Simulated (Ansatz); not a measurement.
# Ni3Ge: the cost of one run

Computed with Ansatz 0.2.0 (DFT PBEsol, scalar-relativistic, plane waves, PAW, unless a step's input says otherwise).

1 further run of the same task is left out (set aside as unsound or not needed).

## 1. The system as given

Symmetry: Pm-3m, No. 221, cubic system. Conventional cell: a = 3.525 Å, b = 3.525 Å, c = 3.525 Å, α = 90.00°, β = 90.00°, γ = 90.00°. Ni (site symmetry 4/mmm) has 8 Ni at 2.49 Å and 4 Ge at 2.49 Å as nearest neighbours. Around Ge (site symmetry m-3m) lie 12 Ni at 2.49 Å.

Structure file:

```cif
data_structure
_symmetry_space_group_name_H-M 'P 1'
_symmetry_Int_Tables_number 1
_cell_length_a 3.5249
_cell_length_b 3.5249
_cell_length_c 3.5249
_cell_angle_alpha 90.000
_cell_angle_beta 90.000
_cell_angle_gamma 90.000
_cell_volume 43.80
loop_
_atom_site_label
_atom_site_type_symbol
_atom_site_fract_x
_atom_site_fract_y
_atom_site_fract_z
_atom_site_occupancy
Ni1 Ni 0.50000 0.00000 0.50000 1
Ni2 Ni 0.00000 0.50000 0.50000 1
Ni3 Ni 0.50000 0.50000 0.00000 1
Ge1 Ge 0.00000 0.00000 0.00000 1
```

It goes back to an entry of the Materials Project, which need not be the stable form.

This cell was relaxed beforehand with the same method: volume 10.95 Å³/atom, gap on the mesh none (metal).

## 2. Tight relaxation for the response runs, with the smearing for a metal

Response functions are second derivatives at a minimum, so forces and stress are first brought close to zero on the mesh and occupations that the response runs use.

input.yaml

```yaml
crystal:
  lattice:
    - [3.5249143, 0.0, 0.0]
    - [0.0, 3.5249143, 0.0]
    - [0.0, 0.0, 3.5249143]
  atoms:
    - { symbol: Ni, position: [0.5, 0.0, 0.5] }
    - { symbol: Ni, position: [0.0, 0.5, 0.5] }
    - { symbol: Ni, position: [0.5, 0.5, 0.0] }
    - { symbol: Ge, position: [0.0, 0.0, 0.0] }
basis:
  ecutwfc: 420
kpoints:
  mp_grid: { grid: [12, 12, 12] }
hamiltonian:
  xc: pbesol
scf:
  occupations: { method: fermi_dirac, width: 0.15 }
output:
  forces: true
  stress: true
  eigenvalues: true
relax:
  adjacent_minimum: "off"
  f_tol: 0.001
  max_steps: 60
  cell: { stress_tol: 0.01 }
```

On the command line:

```console
> ansatz run input.yaml --threads 2 --pin off --max-ram 6144MiB --backend cpu --events-out ev --progress --plain --runs-dir out
```

Q: Estimate wall time and peak memory on 2 threads of Arm Neoverse V1, shared host.

About 19 s, with a peak of 0.43 GiB.
